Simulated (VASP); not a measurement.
# GaP (R-3m) in VASP: a series of runs

Runs on GaP. Level: PBEsol. Tasks: single point.

Everything below comes from runs of VASP 6.6.1. Logs are shortened: lines on timing, memory, paths and dates and some standing lists are left out, and cuts for length are marked.

### Step 1. The cell of the first run

Symmetry: R-3m, No. 166, trigonal system. The conventional cell has a = 3.575 Å, b = 3.575 Å, c = 19.292 Å, α = 90.00°, β = 90.00°, γ = 120.00°. Ga (site symmetry 3m) has 3 P at 2.24 Å and 1 Ga at 2.49 Å as nearest neighbours. P (site symmetry 3m) has 1 P at 2.21 Å and 3 Ga at 2.24 Å as nearest neighbours.

Measurements of this composition are mostly on another form, of space group No. 216.

### Step 2. Single point, PBEsol (strain -0.080 along x and y, +0.000 along z, atoms carried along)

INCAR reads:

```
SYSTEM = GaP
ALGO = Fast ; EDIFF = 1E-7
ENCUT = 520 ; GGA = PS
ISIF = 2 ; ISMEAR = 0
LASPH = .TRUE. ; LCHARG = .FALSE.
LREAL = .FALSE. ; LWAVE = .FALSE.
NBANDS = 26 ; NELM = 100
PREC = Accurate ; SIGMA = 0.05
```

KPOINTS reads:

```
k-points
0
G
  9 9 9
  0 0 0
```

POSCAR reads:

```
GaP
1.0
    1.7875739614      1.0320563078      6.4308101003
   -1.7875739614      1.0320563078      6.4308101003
    0.0000000000     -2.0641126157      6.4308101003
Ga P
2 2
Direct
    0.4353720000      0.4353720000      0.4353720000
    0.5646280000      0.5646280000      0.5646280000
    0.0573890000      0.0573890000      0.0573890000
    0.9426110000      0.9426110000      0.9426110000
```

Potentials or basis: VASP PAW PBE potentials, release 64 (Ga_d, P).

Launch:

```
$ cat potpaw_PBE.64/Ga_d/POTCAR potpaw_PBE.64/P/POTCAR > POTCAR
$ mpirun -np 1 vasp_std > vasp.out
```

OUTCAR:

```text
SYSTEM = GaP
   EDIFF = 1E-7
   ENCUT = 520
   GGA = PS
   ISIF = 2
   ISMEAR = 0
   LASPH = .TRUE.
   LREAL = .FALSE.
   NELM = 100
   PREC = Accurate

 ion  position               nearest neighbor table
   1  0.435  0.435  0.435-   3 2.24   3 2.24   3 2.24   2 2.49
   2  0.565  0.565  0.565-   4 2.24   4 2.24   4 2.24   1 2.49
   3  0.057  0.057  0.057-   4 2.21   1 2.24   1 2.24   1 2.24
   4  0.943  0.943  0.943-   3 2.21   2 2.24   2 2.24   2 2.24

  LATTYP: Found a trigonal (rhomboedric) cell.
 ALAT       =     6.7539528749
 COS(alpha) =     0.8598987586

  Lattice vectors:

 A1 = (   1.7875739614,   1.0320563078,   6.4308101003)
 A2 = (  -1.7875739614,   1.0320563078,   6.4308101003)
 A3 = (   0.0000000000,  -2.0641126157,   6.4308101003)

Analysis of symmetry for initial positions (statically):
=====================================================================
 Subroutine PRICEL returns:
 Original cell was already a primitive cell.

 Routine SETGRP: Setting up the symmetry group for a
 trigonal (rhombohedral) supercell.

 Subroutine GETGRP returns: Found 12 space group operations
 (whereof 12 operations were pure point group operations)
 out of a pool of 12 trial point group operations.

The static configuration has the point symmetry D_3d.

Analysis of symmetry for dynamics (positions and initial velocities):
=====================================================================
 Subroutine PRICEL returns:
 Original cell was already a primitive cell.

 Routine SETGRP: Setting up the symmetry group for a
 trigonal (rhombohedral) supercell.

 Subroutine GETGRP returns: Found 12 space group operations
 (whereof 12 operations were pure point group operations)
 out of a pool of 12 trial point group operations.

The dynamic configuration has the point symmetry D_3d.

 Subroutine INISYM returns: Found 12 space group operations
 (whereof 12 operations are pure point group operations),
 and found     1 'primitive' translations

----------------------------------------------------------------------------------------

                                     Primitive cell

  volume of cell :      71.1843

[... 89 lines left out ...]
   LASPH  =      T    aspherical Exc in radial PAW
   ENCUT  =  520.0 eV  38.22 Ry    6.18 a.u.  12.56 12.56 12.56*2*pi/ulx,y,z
   NELM   =    100;   NELMIN=  2; NELMDL= -5     # of ELM steps
   EDIFF  = 0.1E-06   stopping-criterion for ELM
   LREAL  =      F    real-space projection
   EDIFFG = 0.1E-05   stopping-criterion for IOM
   NSW    =      0    number of steps for IOM
   IBRION =     -1    ionic relax: 0-MD 1-quasi-New 2-CG
   NFREE  =      0    steps in history (QN), initial steepest desc. (CG)
   ISIF   =      2    stress and relaxation
   ISYM   =      2    0-nonsym 1-usesym 2-fastsym
   POTIM  = 0.5000    time-step for ionic-motion
   TEBEG  =    0.0;   TEEND  =   0.0 temperature during run
   PSTRESS=    0.0 pullay stress
   NELECT =      36.0000    total number of electrons
   NUPDOWN=      -1.0000    fix difference up-down
   EMIN   =  10.00;   EMAX   =-10.00  energy-range for DOS
   EFERMI =   0.00;   METHOD = LEGACY
   ISMEAR =     0;   SIGMA  =   0.05  broadening in eV -4-tet -1-fermi 0-gaus
   EFERMI_NEDOS =   21; number of points for ismear=-14 and -15
   IALGO  =     68    algorithm
   IMIX   =      4    mixing-type and parameters
     AMIX     =   0.40;   BMIX     =  1.00
     AMIX_MAG =   1.60;   BMIX_MAG =  1.00
  volume/ion in A,a.u.               =      17.80       120.09
  Fermi-wavevector in a.u.,A,eV,Ry     =   1.304310  2.464789 23.146572  1.701225
  Thomas-Fermi vector in A             =   2.435254
   LORBIT       =      0    0 simple, 1 ext, 2 COOP (PROOUT), +10 PAW based schemes
   GGA     = PS    functional components
   LHFCALC =     F    Hartree Fock is set to
   AEXX    =    0.0000 exact exchange contribution
   IVDW    =     0    specifies the selected vdW correction
   LEPSILON=     F    determine dielectric tensor
   LRPA    =     F    only Hartree local field effects (RPA)
 non-spin polarized calculation
 RMM-DIIS sequential band-by-band and
 Gauss-broadening in eV      SIGMA  =   0.05
  energy-cutoff  :      520.00
  volume of cell :       71.18
 maximum number of plane-waves:      1956
   NGX = 25   NGY = 25   NGZ = 25

 number of electron      36.0000000 magnetization

 Free energy of the ion-electron system (eV)
  ---------------------------------------------------
  ext. energy  EPLUGINS =         0.00000000
  ---------------------------------------------------
  free energy    TOTEN  =       -18.76107138 eV

  energy without entropy =      -18.76107105  energy(sigma->0) =      -18.76107122

 E-fermi :   6.5686     XC(G=0): -10.6318

 val. band max:        6.4432217405   @ k =   0.0000   0.0000   0.0000
 cond. band min:       6.7056589669   @ k =  -0.4444  -0.4444   0.1111
 fundamental gap:      0.2624372264
 Fermi energy:         6.5686204055

 k-point     1 :       0.0000    0.0000    0.0000
  band No.  band energies     occupation
      1      -8.8241      2.00000
      2      -8.6852      2.00000
      3      -8.6852      2.00000
      4      -8.6786      2.00000
      5      -8.6786      2.00000
      6      -8.5662      2.00000
[... 685 lines left out ...]
     25      15.0729      0.00000
     26      16.5045      0.00000

 [... further k-points ...]

------------------------ aborting loop because EDIFF is reached ----------------------------------------

  FORCE on cell =-STRESS in cart. coord.  units (eV):
  Direction    XX          YY          ZZ          XY          YZ          ZX
  --------------------------------------------------------------------------------------
  -------------------------------------------------------------------------------------
  Total        8.9061247      8.9061247      0.3475518      0.0000000     -0.0000000      0.0000000
  in kB      200.4541286    200.4541287      7.8225048      0.0000000     -0.0000000      0.0000000
  external PRESSURE =     136.2435874 kB  Pullay stress =       0.0000000 kB

 VOLUME and BASIS-vectors are now :
 -----------------------------------------------------------------------------
  energy-cutoff  :      520.00
  volume of cell :       71.18
      direct lattice vectors                 reciprocal lattice vectors
     1.787573961  1.032056308  6.430810100     0.279708706  0.161489897  0.051833801
    -1.787573961  1.032056308  6.430810100    -0.279708706  0.161489897  0.051833801
     0.000000000 -2.064112616  6.430810100     0.000000000 -0.322979794  0.051833801

 POSITION                                       TOTAL-FORCE (eV/Angst)
 -----------------------------------------------------------------------------------
      0.00000     -0.00000      8.39938         0.000000     -0.000000      1.070163
      0.00000     -0.00000     10.89305         0.000000      0.000000     -1.070163
      0.00000     -0.00000      1.10717         0.000000      0.000000     -0.906869
      0.00000     -0.00000     18.18526         0.000000     -0.000000      0.906869
 -----------------------------------------------------------------------------------
    total drift:                                0.000000     -0.000000      0.000000

  FREE ENERGIE OF THE ION-ELECTRON SYSTEM (eV)
  ---------------------------------------------------
  free  energy   TOTEN  =       -18.7610713800 eV

  energy  without entropy=      -18.7610710529  energy(sigma->0) =      -18.76107122
```

stdout:

```text
POSCAR found type information on POSCAR GaP
 POSCAR found :  2 types and       4 ions
 scaLAPACK will be used
 -----------------------------------------------------------------------------
|                                                                             |
|                                                                             |
|     You enforced a specific xc type in the INCAR file but a different       |
|     I HOPE YOU KNOW WHAT YOU ARE DOING!                                     |
|                                                                             |
 -----------------------------------------------------------------------------

 LDA part: xc-table for (Slater+PW92), standard interpolation
 POSCAR, INCAR and KPOINTS ok, starting setup
 FFT: planning ... GRIDC
 FFT: planning ... GRID_SOFT
 FFT: planning ... GRID
 WAVECAR not read
 entering main loop
```

It took 7.8 min on 1 thread of Intel Xeon 6975P-C (Granite Rapids), shared host; peak memory 0.41 GiB.

What came out:

```yaml
Free_energy: -18.7611 eV
Pressure: 13.6 GPa
Largest_force: 1.070 eV/Å
Band_gap_on_the_k_mesh: 0.26 eV, indirect (least direct gap 0.89 eV)
```

Forces on the atoms (eV/Å):
```
Ga   0.000  0.000  1.070
Ga   0.000  0.000 -1.070
P    0.000  0.000 -0.907
P    0.000  0.000  0.907
```

Caveat: the PAW data sets were made with another functional, which shifts forces and pressure a little; an odd mesh through Γ misses points on the zone boundary, where band edges often lie.

(Continued in part 2 of 2.)
